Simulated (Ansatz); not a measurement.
# SiO2: the cost of one run

Method: DFT, PBE, plane-wave PAW, default files, scalar-relativistic, as far as a step names no other, in Ansatz 0.2.0.

## 1. The system as given

Symmetry: Ia-3d, No. 230, cubic system. Conventional cell: a = 10.131 Å, b = 10.131 Å, c = 10.131 Å, α = 90.00°, β = 90.00°, γ = 90.00°. Around Si (site symmetry -4) lie 4 O at 1.61 Å. O (site symmetry 2) is surrounded by 2 Si at 1.61 Å.

Coordinates:

```
CELL_PARAMETERS angstrom
-5.06543 5.06543 5.06543
5.06543 -5.06543 5.06543
5.06543 5.06543 -5.06543
ATOMIC_POSITIONS crystal
Si 0.12500 0.75000 0.87500
Si 0.75000 0.37500 0.62500
Si 0.62500 0.37500 0.25000
Si 0.75000 0.87500 0.12500
Si 0.12500 0.87500 0.25000
Si 0.25000 0.12500 0.87500
Si 0.87500 0.12500 0.75000
Si 0.37500 0.62500 0.75000
Si 0.37500 0.25000 0.62500
Si 0.87500 0.25000 0.12500
Si 0.25000 0.62500 0.37500
Si 0.62500 0.75000 0.37500
O 0.31455 0.40727 0.65727
O 0.34273 0.68545 0.59273
O 0.25000 0.65727 0.84273
O 0.40727 0.25000 0.09273
O 0.15727 0.90727 0.81455
O 0.25000 0.09273 0.40727
O 0.59273 0.34273 0.68545
O 0.15727 0.75000 0.34273
O 0.90727 0.81455 0.15727
O 0.40727 0.65727 0.31455
O 0.75000 0.34273 0.15727
O 0.59273 0.75000 0.90727
O 0.65727 0.84273 0.25000
O 0.34273 0.15727 0.75000
O 0.90727 0.59273 0.75000
O 0.65727 0.31455 0.40727
O 0.09273 0.40727 0.25000
O 0.09273 0.18545 0.84273
O 0.75000 0.90727 0.59273
O 0.84273 0.25000 0.65727
O 0.18545 0.84273 0.09273
O 0.81455 0.15727 0.90727
O 0.84273 0.09273 0.18545
O 0.68545 0.59273 0.34273
```

## 2. Gradients at the starting positions

input.yaml

```yaml
crystal:
  lattice:
    - [-5.0654257622, 5.0654257622, 5.0654257622]
    - [5.0654257622, -5.0654257622, 5.0654257622]
    - [5.0654257622, 5.0654257622, -5.0654257622]
  atoms:
    - { symbol: Si, position: [0.125, 0.75, 0.875] }
    - { symbol: Si, position: [0.75, 0.375, 0.625] }
    - { symbol: Si, position: [0.625, 0.375, 0.25] }
    - { symbol: Si, position: [0.75, 0.875, 0.125] }
    - { symbol: Si, position: [0.125, 0.875, 0.25] }
    - { symbol: Si, position: [0.25, 0.125, 0.875] }
    - { symbol: Si, position: [0.875, 0.125, 0.75] }
    - { symbol: Si, position: [0.375, 0.625, 0.75] }
    - { symbol: Si, position: [0.375, 0.25, 0.625] }
    - { symbol: Si, position: [0.875, 0.25, 0.125] }
    - { symbol: Si, position: [0.25, 0.625, 0.375] }
    - { symbol: Si, position: [0.625, 0.75, 0.375] }
    - { symbol: O, position: [0.31454686, 0.40727343, 0.65727343] }
    - { symbol: O, position: [0.34272657, 0.68545314, 0.59272657] }
    - { symbol: O, position: [0.25, 0.65727343, 0.84272657] }
    - { symbol: O, position: [0.40727343, 0.25, 0.09272657] }
    - { symbol: O, position: [0.15727343, 0.90727343, 0.81454686] }
    - { symbol: O, position: [0.25, 0.09272657, 0.40727343] }
    - { symbol: O, position: [0.59272657, 0.34272657, 0.68545314] }
    - { symbol: O, position: [0.15727343, 0.75, 0.34272657] }
    - { symbol: O, position: [0.90727343, 0.81454686, 0.15727343] }
    - { symbol: O, position: [0.40727343, 0.65727343, 0.31454686] }
    - { symbol: O, position: [0.75, 0.34272657, 0.15727343] }
    - { symbol: O, position: [0.59272657, 0.75, 0.90727343] }
    - { symbol: O, position: [0.65727343, 0.84272657, 0.25] }
    - { symbol: O, position: [0.34272657, 0.15727343, 0.75] }
    - { symbol: O, position: [0.90727343, 0.59272657, 0.75] }
    - { symbol: O, position: [0.65727343, 0.31454686, 0.40727343] }
    - { symbol: O, position: [0.09272657, 0.40727343, 0.25] }
    - { symbol: O, position: [0.09272657, 0.18545314, 0.84272657] }
    - { symbol: O, position: [0.75, 0.90727343, 0.59272657] }
    - { symbol: O, position: [0.84272657, 0.25, 0.65727343] }
    - { symbol: O, position: [0.18545314, 0.84272657, 0.09272657] }
    - { symbol: O, position: [0.81454686, 0.15727343, 0.90727343] }
    - { symbol: O, position: [0.84272657, 0.09272657, 0.18545314] }
    - { symbol: O, position: [0.68545314, 0.59272657, 0.34272657] }
kpoints:
  mp_grid: { grid: [4, 4, 4] }
scf:
  occupations: { method: fermi_dirac, width: 0.02 }
hamiltonian:
  xc: pbe
  pseudopotentials: { kind: paw }
output:
  forces: true
  stress: true
  populations: true
  efg: { quadrupole_moments_barn: { O: -0.02558 }, contact_densities: true }
  write_density: true
  write_potential: true
  elf: true
  volumetric_format: npy
```

Command:

```console
$ ansatz run input.yaml --threads 1 --pin off --max-ram 2560MiB --backend cpu --events-out ev --progress --plain --runs-dir out
```

**Question.** How long does this run take on 1 thread of Arm Neoverse V1, shared host, and how much memory does it need?

About 69 s, with a peak of 0.98 GiB.
